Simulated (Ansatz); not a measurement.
Fluorite TiO2, relaxed with r2SCAN in the PAW code Ansatz. Space group Fm-3m (No. 225), cubic; a = 4.794 Å in the conventional setting, 9.18 Å³ an atom. Ti has 8 O at 2.08 Å; O has 4 Ti at 2.08 Å.

The axes x, y and z are those of this cell:
```xyz
3
Lattice="0.0000 2.3968 2.3968 2.3968 0.0000 2.3968 2.3968 2.3968 0.0000" Properties=species:S:1:pos:R:3 pbc="T T T"
Ti    0.0000    0.0000    0.0000
O     1.1984    1.1984    1.1984
O     3.5952    3.5952    3.5952
```

Unstrained: With PBE the valence top lies at X and the conduction bottom at Γ, 1.145 eV higher; the smallest vertical gap, at X, is 1.850 eV. The r2SCAN gap is indirect, 1.508 eV (X to Γ), below the direct gap of 2.205 eV at X. The HSE06 gap is indirect, 2.630 eV (X to Γ), below the direct gap of 3.354 eV at X. Meshes: PBE 10×10×10, r2SCAN 10×10×10, HSE06 6×6×6. Strains are changes of length per length. After each strain the atoms were relaxed again with r2SCAN within the symmetry that the strain leaves, so tilts or polar shifts that break it weren't tested; points keep the names that they have in the unstrained zone. The calculation is spin-unpolarised, and the structure need not be a phase that has been made.

**Question.** One strain changed the r2SCAN stress by xx +12.34, yy +1.61, zz +1.61 GPa (compression positive) and the gap by -0.176 eV (PBE), -0.176 eV (r2SCAN), -0.177 eV (HSE06). Which kind of strain was it, and roughly how large?

**Answer.** Uniaxial -1.78 % along x, other directions held. The pattern of the stress gives the kind; the size needs the stiffness, so it is an estimate.

**Question.** Estimate what uniaxial +4.04 % along [111], other directions held does to the gap.

**Answer.** PBE: the gap goes from 1.145 to 1.122 eV (-0.023 eV). r2SCAN: the gap goes from 1.508 to 1.473 eV (-0.035 eV). HSE06: the gap goes from 2.630 to 2.580 eV (-0.050 eV). The r2SCAN energy rises by 13.7 meV an atom.

The meshes of the hybrids are coarse, so their gaps aren't converged to the digits shown.
